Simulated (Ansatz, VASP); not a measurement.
# TePb: VASP beside Ansatz

INCAR

```
ALGO = Normal ; EDIFF = 1E-6
ENCUT = 520 ; GGA = PE
ISIF = 2 ; ISMEAR = -1
LASPH = True ; LCHARG = False
LREAL = False ; LWAVE = False
NELM = 60 ; PREC = Accurate
SIGMA = 0.05
```

Contents of KPOINTS:

```
k-points
0
Gamma
  7 7 7
```

Contents of POSCAR:

```
TePb
1.0
    0.0000000000      3.2310000000      3.2310000000
    3.1017600000      0.0000000000      3.2310000000
    3.1017600000      3.2310000000      0.0000000000
Pb Te
1 1
Direct
    0.0000000000      0.0000000000      0.0000000000
    0.5000000000      0.5000000000      0.5000000000
```

input.yaml

```yaml
crystal:
  lattice:
    - [0.0, 3.231, 3.231]
    - [3.10176, 0.0, 3.231]
    - [3.10176, 3.231, 0.0]
  atoms:
    - { symbol: Pb, position: [0.0, 0.0, 0.0] }
    - { symbol: Te, position: [0.5, 0.5, 0.5] }
hamiltonian:
  xc: pbe
  pseudopotentials: { kind: paw }
kpoints:
  mp_grid: { grid: [7, 7, 7] }
scf:
  occupations: { method: fermi_dirac, width: 0.05 }
output:
  forces: true
  stress: true
  eigenvalues: true
```

Change from the starting cell: strain = -0.04.

Alike in both runs: task single point; functional PBE; k mesh 7 × 7 × 7; occupations fermi-dirac, width 0.05 eV; no spin polarisation.

|  | VASP | Ansatz |
| --- | --- | --- |
| version | VASP 6.6.1 | Ansatz 0.2.0 |
| potentials or method | VASP PAW PBE potentials, release 64 (Pb_d, Te) | Ansatz PAW |
| plane-wave cutoff (eV) | 520 | 420 |
| valence electrons in the cell | 20 | 30 |

|  | VASP | Ansatz | Ansatz less VASP |
| --- | --- | --- | --- |
| gap on the k mesh at the Fermi level (eV) | 0.85 | 0.85 | -0.002 |
| least direct gap on the mesh (eV) | 0.85 | 0.85 | -0.002 |
| pressure (GPa) | 4.5 | 4.5 | +0.06 |
| largest component of the traceless stress (GPa) | 4.33 | 4.33 | +0.001 |

The two sets of potentials don't hold the same shells in valence.

Caveats: spin-orbit coupling is left out, which as a rule narrows the gap of such compounds by several tenths of an eV; an odd mesh through Γ misses points on the zone boundary, where band edges often lie (VASP); odd divisions of the mesh miss points on the zone boundary, where band edges often lie, so the gap on the mesh can be too wide (Ansatz).
